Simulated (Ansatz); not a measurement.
The system is CuO (Tenorite).

```
Cu O
1.0
     2.34185   -1.71130    0.00000
     2.34185    1.71130    0.00000
    -0.85003    0.00000    5.05787
Cu O
2 2
Direct
  0.50000 0.00000 0.50000
  0.00000 0.50000 0.00000
  0.41840 0.58160 0.75000
  0.58160 0.41840 0.25000
```

Base run:

| Item | Value |
| --- | --- |
| Program | Ansatz 0.2.0 |
| Functional | PBE |
| Potentials or basis | Ansatz PAW |
| Cutoff | 420 eV (not typed: the program's choice for these potentials) |
| k mesh | 10 × 10 × 5 |
| Occupations | fermi-dirac, width 0.05 eV |
| Spin | no spin polarisation |
| Hubbard terms | Cu d U = 4.5 eV |

Its results: band gap on the k mesh none (metal or under the smearing width); pressure 7.9 GPa; largest force 0.150 eV/Å.

The run is repeated on the same cell with these changes: functional from PBE to r2SCAN; cutoff from 420 eV (not typed: the program's choice for these potentials) to 500 eV (not typed: the program's choice for these potentials). What comes out?

Band gap on the k mesh none (metal or under the smearing width); pressure 0.6 GPa; largest force 0.176 eV/Å.

Caveats: the run has no spin polarisation, though such a crystal can be magnetic; U without spin polarisation on a metal has little footing; the PAW data sets come from PBE, with cores solved anew for the run's functional, which leaves a small shift of forces and pressure (some runs).
